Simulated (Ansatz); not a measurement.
The system is PbS (Galena).

```
Pb S
1.0
     0.00000    2.96575    2.96575
     2.96575    0.00000    2.96575
     2.96575    2.96575    0.00000
Pb S
1 1
Cartesian
  0.0000 0.0000 0.0000
  2.9657 2.9657 2.9657
```

Base run:

```yaml
Program: Ansatz 0.2.0
Functional: PBEsol
Potentials_or_basis: all-electron LAPW, non-relativistic
Cutoff: 178 eV (chosen from the basis error)
Basis_error_allowed: 0.001 eV/atom
k_mesh: 8 × 8 × 8
Occupations: fermi-dirac, width 0.05 eV
Spin: no spin polarisation
```

Its results: band gap on the k mesh 0.23 eV, direct; pressure 0.3 GPa.

**Question.** The run is repeated on the same cell with these changes: potentials or basis from all-electron LAPW, non-relativistic to all-electron LAPW, inner shells corrected to Dirac's equation. What comes out?

**Answer.** Band gap on the k mesh 0.25 eV, direct; pressure -0.8 GPa.

Caveats: spin-orbit coupling is left out, which as a rule narrows the gap of such compounds by several tenths of an eV; relativity is left out, which matters for the heavier elements (some runs).
